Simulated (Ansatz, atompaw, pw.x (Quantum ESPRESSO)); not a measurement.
# oxygen: one change to the PAW (atompaw) potential, in the atom and in the bcc crystal

atompaw 4.2.0.5 input, output lines left out:

```
O 8
GGA-PBE scalarrelativistic loggrid 1500 logderivrange -4 5 226
2 2 0 0 0 0
2 1 4
0 0 0
c
v
v
1
1.50 1.30 1.05 1.45
y
1.5
n
y
0.05
n
custom rrkj gramschmidtortho besselshape
bessel
0.75
0.75
1.50
1.50
```

Change: all radii scaled by about 1.28 (s 0.96, p 1.92 bohr); local potential bessel scheme, radius 1.34 bohr; augmentation besselshape compensation charge, radius 1.66 bohr; PAW radius 1.92 bohr; waves and projectors: custom rrkj gramschmidtortho; core correction smooth core density matched at 1.86 bohr.

Cutoffs, loose and tight: the cutoffs (Ry, on a coarse ladder) from which the occupation-weighted sum of valence levels, in a spherical-Bessel basis at the reference potential, stays within 10 and 1 mRy of its value at 400 Ry. They see the waves and projectors alone, not the compensation charge or the core.

Crystal test: bcc O in pw.x 7.5, no spin, 18³ k-points, Fermi–Dirac smearing 0.01 Ry, cutoffs set for each file from its atomic test. The reference is all-electron LAPW (Ansatz 0.2.0) with the same functional, mesh and smearing; V0 and B0 come from Birch–Murnaghan fits to the pressures at five volumes. Errors are pseudo minus all-electron; Δ is the rms difference of the E(V) curves that follow from these fits, minima aligned, over ±6 % about the mean V0. Mesh and smearing are coarse, so the numbers serve the comparison and aren't converged zero-temperature values; the lattice is a test structure that the element need not adopt. Spin polarisation is left out.

All-electron: a0 = 2.500 Å (V0 = 7.82 Å³/atom), B0 = 147.5 GPa.

Does the change bring the crystal closer to the all-electron result?

The mean pressure error goes from +0.66 to +2.26 GPa, so the change moves the solid further from the all-electron pressures.

```tsv
quantity	base	changed
outcome (atom)	generated	generated
cutoff, loose (atom)	55 Ry	21 Ry
cutoff, tight (atom)	80 Ry	35 Ry
bound ghosts (atom)	none	none
cutoffs in pw.x (Ry)	100/900	45/450
a0 (Å)	2.504	2.512
a0 error (%)	+0.14	+0.48
B0 error (%)	-0.0	-0.6
Δ (meV/atom)	1.1	3.6
mean pressure error (GPa)	+0.66	+2.26
```

Changed file: This is a poor potential for the solid.
